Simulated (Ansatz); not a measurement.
# Tin, hcp under BLYP: structure, energy and stiffness, part 2 of 2

What does BLYP give for tin in the hcp structure? We relax it, solve it on a dense k-mesh, then scale the cell to 7 volumes from 88 to 112 % of the relaxed one and try a fit of the equation of state. Spin polarisation is left out. The k-meshes are 11×11×6 for the relaxation; 17×17×9 for the dense run; 12×12×6 for the volumes.

Ansatz 0.2.0; DFT, BLYP, plane waves (420 eV) with PAW, scalar-relativistic. The steps go on from the part before.

**6. Equation of state: 96 %**

The input, input.yaml:

```yaml
crystal:
  lattice:
    - [3.4461619813, 0.0, 0.0]
    - [-1.7230809907, 2.9844638214, 0.0]
    - [0.0, 0.0, 5.7237686812]
  atoms:
    - { symbol: Sn, position: [0.3333333333, 0.6666666667, 0.25] }
    - { symbol: Sn, position: [0.6666666667, 0.3333333333, 0.75] }
hamiltonian:
  xc: blyp
  pseudopotentials:
    kind: paw
    azcp:
      Sn: "pseudopotentials/Sn.paw.azcp"
basis:
  ecutwfc: 420
  fft_grid_basis: typed
kpoints:
  mp_grid: { grid: [12, 12, 6], shift: [0, 0, 0] }
magnetization:
  spin_polarized: false
scf:
  occupations: { method: fermi_dirac, width: 0.1 }
  lower_state_search: "off"
output:
  stress: true
  write_density: true
  write_potential: true
  elf: true
  volumetric_format: npy
```

Log, cut to the lines that bear on the results:

```text
Warning: RAYON_NUM_THREADS=2 ignored (pool sized by the plan → 2); use --threads N
[...]
Pseudopotentials: kind: paw
Pseudopotential: Sn, paw, valence charge 14, recommended cutoff 420 eV (normal), <dir>
Functional definition: BLYP
[...]
Crystal: 2 atoms, lattice volume = 58.869 Å³
Basis set: ecut = 420 eV, 1123 PW (Γ), exchange–correlation on 48×48×80 points (8 copies of the dense FFT grid, shifted against one another)
Bands: 18, of which v1, the nominal top of the filled ones, is band 14 counted from 1 (13 counted from 0)
Symmetry: 24 space group operations
Space group: P63/mmc (ITA 194), of the structure as read, at distance tolerance 3.9e-5 Å
k-points: 76 of 864
[...]
SCF iter   1: F=—  HF=-12080.796294 eV  |F-HF|=—  |Δ(HF+E_count)|=         —  Δρ=6.65e-3  dr2=1.99e-2  ethr=1.77e-3  ⟨swp⟩=5.6  Hψ=6627  notcnv=0
[...]
SCF iter   7: F=-12080.793174 eV  HF=-12080.793174 eV  |F-HF|=9.52e-9  |Δ(HF+E_count)|=   9.12e-7  Δρ=6.37e-6  dr2=3.63e-8  ethr=3.57e-10  ⟨swp⟩=7.6  Hψ=9336  notcnv=0
[...]
SCF converged after 7 iterations
Free energy (F): -12080.793174 eV
[...]
E sigma→0 (E₀):  -12080.773777 eV
Entropy (-TS):   -0.038795 eV (-19.397 meV/atom)
Fermi energy:    10.161464 eV
[...]
--- Stress (GPa, compression-positive) ---
        1.799133       0.000000       0.000000
        0.000000       1.799133       0.000000
        0.000000       0.000000       1.341605
  P = ⅓ Tr σ = 1.6466 GPa (16.466 kbar)
--- Band table (eV; the first three rows and the last of 76) ---
  k-point 0: bands = ["-11.3540", "-11.3451", "-11.3406", "-11.3406", "-11.3334", "-11.3334", "-11.3048", "-11.3048", "-11.2360", "-11.2360", "-0.3937", "3.2315", "6.0730", "15.4858", "15.4858", "16.8660", "17.0284", "17.0284"]
[...]
```

It took 2.7 s on 2 threads of Arm Neoverse V1, shared host; peak memory 0.36 GiB.

Density in a lattice plane of the grid's cell (edges 3.45 and 5.72 Å, at 0.333 of the third edge), which holds Sn.

Values in e/Å³, 12 rows by 8 columns:
```
 0.13  0.08  0.09  0.17  0.36  0.65  0.57  0.28
 0.23  0.12  0.14  0.36  1.66  5.28  4.14  1.00
 0.31  0.14  0.16  0.53  3.65 13.97 10.63  1.99
 0.23  0.11  0.14  0.36  1.66  5.34  4.18  1.00
 0.13  0.08  0.09  0.17  0.35  0.60  0.53  0.27
 0.09  0.09  0.09  0.10  0.13  0.15  0.15  0.12
 0.13  0.16  0.15  0.12  0.09  0.08  0.09  0.10
 0.23  0.34  0.31  0.20  0.12  0.08  0.09  0.14
 0.31  0.49  0.44  0.25  0.13  0.09  0.10  0.16
 0.23  0.34  0.31  0.20  0.12  0.08  0.09  0.14
 0.13  0.16  0.15  0.12  0.09  0.08  0.09  0.10
 0.09  0.08  0.09  0.10  0.13  0.15  0.14  0.12
```
Columns run along the first of these edges and rows up along the second, over one cell in 8 and 12 even steps from the bottom left corner. Atoms in the plane (fractional): Sn at (0.67, 0.75).

ELF in the same plane.

Ten even steps from ' ' (0.00) to '@' (0.38):
```
##++====**%%@@@@@@@@@@@@@@@@
@@##++++##@@@@@@@@@@@@@@@@@@
@@%%**##@@@@@@%%++====**%%@@
@@@@##%%@@@@%%++..    ::**@@
@@@@%%%%@@@@%%--        ++@@
@@@@##%%@@@@%%++..    ::**@@
@@%%**##@@@@@@%%++--==**%%@@
@@##++++##@@@@@@@@%%%%@@@@@@
##++====**%%@@@@@@@@@@@@@@@@
**++++++++**##%%@@@@@@@@%%##
##%%%%%%####****************
@@@@@@@@@@@@##**++====++**%%
@@@@@@@@@@@@@@##++====++##@@
@@@@@@@@@@@@@@%%**==++**%%@@
@@@@@@@@@@@@@@%%**++++**%%@@
@@@@@@@@@@@@@@%%**==++**%%@@
@@@@@@@@@@@@@@##++====++##@@
@@@@@@@@@@@@##**++====++**%%
##%%%%%%####****************
++++++++++**##%%@@@@@@@@%%**
```
Columns run along the first of these edges and rows up along the second, over one cell in 14 and 20 even steps from the bottom left corner. Atoms in the plane (fractional): Sn at (0.67, 0.75).

Both are smooth fields of the valence electrons: close to the nuclei they are not physical.

**7. Equation of state: 100 %**

Changes to input.yaml since step 6:

```diff
@@ -2,5 +2,5 @@
   lattice:
-    - [3.4461619813, 0.0, 0.0]
-    - [-1.7230809907, 2.9844638214, 0.0]
-    - [0.0, 0.0, 5.7237686812]
+    - [3.4933755466, 0.0, 0.0]
+    - [-1.7466877733, 3.0253519683, 0.0]
+    - [0.0, 0.0, 5.8021862158]
   atoms:
@@ -26,5 +26 @@
   stress: true
-  write_density: true
-  write_potential: true
-  elf: true
-  volumetric_format: npy
```

Log, cut to the lines that bear on the results:

```text
Warning: RAYON_NUM_THREADS=2 ignored (pool sized by the plan → 2); use --threads N
[...]
[... 3 set-up lines as earlier in the session ...]
[...]
Crystal: 2 atoms, lattice volume = 61.322 Å³
Basis set: ecut = 420 eV, 1189 PW (Γ), exchange–correlation on 48×48×80 points (8 copies of the dense FFT grid, shifted against one another)
Bands: 18, of which v1, the nominal top of the filled ones, is band 14 counted from 1 (13 counted from 0)
[... 2 set-up lines as earlier in the session ...]
k-points: 76 of 864
[...]
SCF iter   1: F=—  HF=-12080.809103 eV  |F-HF|=—  |Δ(HF+E_count)|=         —  Δρ=6.45e-3  dr2=2.03e-2  ethr=1.77e-3  ⟨swp⟩=5.6  Hψ=6634  notcnv=0
[...]
SCF iter   7: F=-12080.805675 eV  HF=-12080.805675 eV  |F-HF|=9.41e-9  |Δ(HF+E_count)|=   7.48e-7  Δρ=3.68e-6  dr2=8.33e-9  ethr=3.57e-10  ⟨swp⟩=5.1  Hψ=4409  notcnv=0
[...]
SCF converged after 7 iterations
Free energy (F): -12080.805675 eV
[...]
E sigma→0 (E₀):  -12080.785729 eV
Entropy (-TS):   -0.039891 eV (-19.945 meV/atom)
Fermi energy:    9.617203 eV
[...]
--- Stress (GPa, compression-positive) ---
        0.146042       0.000000       0.000000
       -0.000000       0.146042       0.000000
        0.000000       0.000000      -0.147435
  P = ⅓ Tr σ = 0.0482 GPa (0.482 kbar)
```

Run time: 2.1 s. Hardware: 2 threads of Arm Neoverse V1, shared host; peak memory 0.35 GiB.

**8. Equation of state: 104 %**

Changes to input.yaml since step 7:

```diff
@@ -2,5 +2,5 @@
   lattice:
-    - [3.4933755466, 0.0, 0.0]
-    - [-1.7466877733, 3.0253519683, 0.0]
-    - [0.0, 0.0, 5.8021862158]
+    - [3.5393462862, 0.0, 0.0]
+    - [-1.7696731431, 3.0651637966, 0.0]
+    - [0.0, 0.0, 5.8785395273]
   atoms:
```

Log, cut to the lines that bear on the results:

```text
Warning: RAYON_NUM_THREADS=2 ignored (pool sized by the plan → 2); use --threads N
[...]
[... 3 set-up lines as earlier in the session ...]
[...]
Crystal: 2 atoms, lattice volume = 63.774 Å³
Basis set: ecut = 420 eV, 1249 PW (Γ), exchange–correlation on 48×48×80 points (8 copies of the dense FFT grid, shifted against one another)
Bands: 18, of which v1, the nominal top of the filled ones, is band 14 counted from 1 (13 counted from 0)
[... 1 set-up line as earlier in the session ...]
Space group: P63/mmc (ITA 194), of the structure as read, at distance tolerance 4.0e-5 Å
k-points: 76 of 864
[...]
SCF iter   1: F=—  HF=-12080.800044 eV  |F-HF|=—  |Δ(HF+E_count)|=         —  Δρ=6.30e-3  dr2=2.10e-2  ethr=1.77e-3  ⟨swp⟩=5.6  Hψ=6630  notcnv=0
[...]
SCF iter   7: F=-12080.796344 eV  HF=-12080.796344 eV  |F-HF|=1.43e-8  |Δ(HF+E_count)|=   8.05e-7  Δρ=3.67e-6  dr2=8.19e-9  ethr=3.57e-10  ⟨swp⟩=5.1  Hψ=4524  notcnv=0
[...]
SCF converged after 7 iterations
Free energy (F): -12080.796344 eV
[...]
E sigma→0 (E₀):  -12080.775693 eV
Entropy (-TS):   -0.041301 eV (-20.651 meV/atom)
Fermi energy:    9.113444 eV
[...]
--- Stress (GPa, compression-positive) ---
       -1.166033       0.000000       0.000000
        0.000000      -1.166033       0.000000
        0.000000       0.000000      -1.324910
  P = ⅓ Tr σ = -1.2190 GPa (-12.190 kbar)
```

Wall time 2.2 s (2 threads of Arm Neoverse V1, shared host); peak memory 0.35 GiB.

**9. Equation of state: 108 %**

Changes to input.yaml since step 8:

```diff
@@ -2,5 +2,5 @@
   lattice:
-    - [3.5393462862, 0.0, 0.0]
-    - [-1.7696731431, 3.0651637966, 0.0]
-    - [0.0, 0.0, 5.8785395273]
+    - [3.5841528945, 0.0, 0.0]
+    - [-1.7920764472, 3.1039674577, 0.0]
+    - [0.0, 0.0, 5.9529593203]
   atoms:
@@ -26 +26,5 @@
   stress: true
+  write_density: true
+  write_potential: true
+  elf: true
+  volumetric_format: npy
```

Log, cut to the lines that bear on the results:

```text
Warning: RAYON_NUM_THREADS=2 ignored (pool sized by the plan → 2); use --threads N
[...]
[... 3 set-up lines as earlier in the session ...]
[...]
Crystal: 2 atoms, lattice volume = 66.227 Å³
Basis set: ecut = 420 eV, 1285 PW (Γ), exchange–correlation on 48×48×80 points (8 copies of the dense FFT grid, shifted against one another)
Bands: 18, of which v1, the nominal top of the filled ones, is band 14 counted from 1 (13 counted from 0)
[... 2 set-up lines as earlier in the session ...]
k-points: 76 of 864
[...]
SCF iter   1: F=—  HF=-12080.773811 eV  |F-HF|=—  |Δ(HF+E_count)|=         —  Δρ=6.18e-3  dr2=2.20e-2  ethr=1.77e-3  ⟨swp⟩=5.6  Hψ=6643  notcnv=0
[...]
SCF iter   7: F=-12080.769690 eV  HF=-12080.769690 eV  |F-HF|=7.51e-9  |Δ(HF+E_count)|=   8.06e-7  Δρ=4.19e-6  dr2=1.25e-8  ethr=3.57e-10  ⟨swp⟩=10.5  Hψ=9986  notcnv=0
[...]
SCF converged after 7 iterations
Free energy (F): -12080.769690 eV
[...]
E sigma→0 (E₀):  -12080.748326 eV
Entropy (-TS):   -0.042728 eV (-21.364 meV/atom)
Fermi energy:    8.645637 eV
[...]
--- Stress (GPa, compression-positive) ---
       -2.207414       0.000000       0.000000
       -0.000000      -2.207414       0.000000
        0.000000       0.000000      -2.259341
  P = ⅓ Tr σ = -2.2247 GPa (-22.247 kbar)
--- Band table (eV; the first three rows and the last of 76) ---
  k-point 0: bands = ["-12.8663", "-12.8572", "-12.8561", "-12.8561", "-12.8517", "-12.8517", "-12.8332", "-12.8332", "-12.7862", "-12.7862", "-1.2154", "1.8375", "5.0769", "13.3019", "13.3019", "14.4554", "14.6225", "14.6225"]
[...]
```

Run time: 3.1 s. Hardware: 2 threads of Arm Neoverse V1, shared host; peak memory 0.36 GiB.

**10. Equation of state: 112 %**

Changes to input.yaml since step 9:

```diff
@@ -2,5 +2,5 @@
   lattice:
-    - [3.5841528945, 0.0, 0.0]
-    - [-1.7920764472, 3.1039674577, 0.0]
-    - [0.0, 0.0, 5.9529593203]
+    - [3.6278663843, 0.0, 0.0]
+    - [-1.8139331921, 3.1418244503, 0.0]
+    - [0.0, 0.0, 6.0255635407]
   atoms:
@@ -26,5 +26 @@
   stress: true
-  write_density: true
-  write_potential: true
-  elf: true
-  volumetric_format: npy
```

Log, cut to the lines that bear on the results:

```text
Warning: RAYON_NUM_THREADS=2 ignored (pool sized by the plan → 2); use --threads N
[...]
[... 3 set-up lines as earlier in the session ...]
[...]
Crystal: 2 atoms, lattice volume = 68.680 Å³
Basis set: ecut = 420 eV, 1317 PW (Γ), exchange–correlation on 50×50×90 points (8 copies of the dense FFT grid, shifted against one another)
Bands: 18, of which v1, the nominal top of the filled ones, is band 14 counted from 1 (13 counted from 0)
[... 1 set-up line as earlier in the session ...]
Space group: P63/mmc (ITA 194), of the structure as read, at distance tolerance 4.1e-5 Å
k-points: 76 of 864
[...]
SCF iter   1: F=—  HF=-12080.733884 eV  |F-HF|=—  |Δ(HF+E_count)|=         —  Δρ=6.07e-3  dr2=2.29e-2  ethr=1.77e-3  ⟨swp⟩=5.7  Hψ=6662  notcnv=0
[...]
SCF iter   7: F=-12080.729281 eV  HF=-12080.729281 eV  |F-HF|=1.10e-8  |Δ(HF+E_count)|=   1.13e-6  Δρ=3.76e-6  dr2=1.35e-8  ethr=3.57e-10  ⟨swp⟩=3.7  Hψ=5624  notcnv=0
[...]
SCF converged after 7 iterations
Free energy (F): -12080.729281 eV
[...]
E sigma→0 (E₀):  -12080.707223 eV
Entropy (-TS):   -0.044116 eV (-22.058 meV/atom)
Fermi energy:    8.210368 eV
[...]
--- Stress (GPa, compression-positive) ---
       -3.034661      -0.000000       0.000000
       -0.000000      -3.034661       0.000000
        0.000000       0.000000      -3.003586
  P = ⅓ Tr σ = -3.0243 GPa (-30.243 kbar)
```

Run time: 2.7 s. Hardware: 2 threads of Arm Neoverse V1, shared host; peak memory 0.36 GiB.

**11. Energy and pressure against volume**

The cell was scaled evenly, with its shape and the fractional positions fixed.

| V (Å³/atom) | E − E₀ (meV/atom) | P from the stress (GPa) | P from the fit (GPa) |
| --- | --- | --- | --- |
| 26.981 | 63.2 | 6.18 | 6.22 |
| 28.208 | 25.9 | 3.66 | 3.65 |
| 29.434 | 6.0 | 1.65 | 1.62 |
| 30.661 | 0.0 | 0.05 | 0.01 |
| 31.887 | 5.0 | -1.22 | -1.26 |
| 33.114 | 18.7 | -2.22 | -2.27 |
| 34.340 | 39.2 | -3.02 | -3.07 |

A third-order Birch-Murnaghan fit gives V₀ = 30.669 Å³/atom, B₀ = 36 GPa and B₀′ = 4.8; it misses no point by more than 0.03 meV/atom.

**12. Results**

This closing draws on all 2 parts.

| quantity | value |
| --- | --- |
| space group (spins left aside) | P6_3/mmc (No. 194) |
| conventional cell | a = 3.493 Å, c = 5.802 Å (c/a = 1.661) |
| volume | 30.661 Å³/atom |
| shortest distance | 3.493 Å |
| gap on the mesh | none (levels filled in part) |
| relative to alpha-Sn (diamond) | +272 meV/atom |
| V₀, B₀, B₀′ | 30.669 Å³/atom, 36 GPa, 4.8 |

**Reading.** From the guessed start the volume grew by 9.4 % in 4 steps. Against the reference form of tin (alpha-Sn (diamond), computed apart with the same settings) it stands 272 meV/atom higher. Levels at the Fermi energy are filled in part, as in a metal. B₀ comes out at 36 GPa; letting shape and positions relax at each volume could only lower it. The symmetry was held, so the structure may be unstable against distortions that break it.
